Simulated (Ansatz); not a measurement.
**MgTe (F-43m): volume and gaps against pressure**

```
CELL_PARAMETERS angstrom
3.23200 3.23200 0.00000
-3.23200 3.23200 0.00000
0.00000 3.23200 3.23200
ATOMIC_POSITIONS crystal
Mg 0.00000 0.00000 0.00000
Te 0.25000 0.75000 0.50000
```

This is the zero-pressure cell under r²SCAN. Cell and atoms are relaxed by PAW (default files of Ansatz 0.2.0, cutoff 500 eV, stress met within about 0.05 GPa) at each pressure, in this structure whether or not another phase would take over; P is the pressure reached, less that of this cell. Levels come from r²SCAN, PAW on Ansatz 0.2.0's default frozen-core files (fitted under PBE), scalar-relativistic; k mesh 6×6×6, fixed occupations, cutoff 500 eV. Conduction levels are in eV over the valence top (at Γ), at fixed fractional wave vectors. Zone-centre phonons come from finite displacements by PAW, without the LO-TO term.

```
P (GPa)    V/V₀      Γ      X      L  T2 TO (cm⁻¹)
  -2.05  1.0642  2.817  3.301  3.665         216.2
   0.00  1.0000  3.109  3.228  3.833         238.3
   1.97  0.9537  3.342  3.164  3.960         255.9
   3.95  0.9161  3.546  3.103  4.067         271.2
   6.97       ?      ?      ?      ?             ?
   9.95  0.8333  4.050  2.935  4.320         309.3
  14.96  0.7845  4.388  2.810  4.482         335.0
```

Problem. Fit the third-order Birch-Murnaghan equation to the rows shown.

Solution. With f = [(V₀/V)^(2/3) − 1]/2, the normalised pressure F = P/[3f(1 + 2f)^(5/2)] is 37.4 GPa at f = -0.0203, 37.8 GPa at f = 0.0161, 37.8 GPa at f = 0.0301, 37.9 GPa at f = 0.0646, 37.9 GPa at f = 0.0878. The line F = B₀[1 + (3/2)(B′ − 4)f] gives B₀ = 37.6 GPa and B′ = 4.1.

Problem. What are the volume deformation potentials and pressure coefficients of these levels at zero pressure?

Solution. 

```
level  dE/dlnV (eV)  dE/dP = −(dE/dlnV)/B₀ (meV/GPa)  mean slope up to 2.0 GPa (meV/GPa)
    Γ         -4.82                            128.1                               118.1
    X          1.27                            -33.8                               -32.6
    L         -2.68                             71.3                                64.4
```

dE/dlnV is the slope of a cubic fit in ln V at V₀. The last column is read from two rows and shows how the slope bends with pressure.

Problem. What mode Grüneisen parameters follow?

Solution. γ = −d ln ω/d ln V at V₀ from a quadratic fit in ln V: T2 1.53.

Problem. What belongs in the row at 6.97 GPa?

Solution. The fits give V/V₀ = 0.8698 and Γ = 3.818 eV. Computed: V/V₀ = 0.8699, Γ = 3.817, X = 3.016, L = 4.205, T2 TO (cm⁻¹) = 291.7.

Problem. Where does the lowest conduction level change its place?

Solution. From Γ to X near 0.8 GPa, by linear interpolation between the computed rows. Errors in the spacing of the valleys shift these pressures; at zero pressure two valleys lie within 0.15 eV, so even their order there can differ from the real crystal's.

Limits of these numbers: this zinc-blende form is metastable at ambient conditions; no other phase was computed; many crystals of this kind change structure within this range, and rows or crossings beyond such a change describe a metastable lattice; frozen-core PAW files fitted under PBE, their cores solved anew for the functional of the run; no spin-orbit coupling on heavy atoms; semilocal gaps are low, and the spacing of valleys can be off by tenths of an eV; levels are read at fixed fractional k, so an edge that moves off these points is missed.
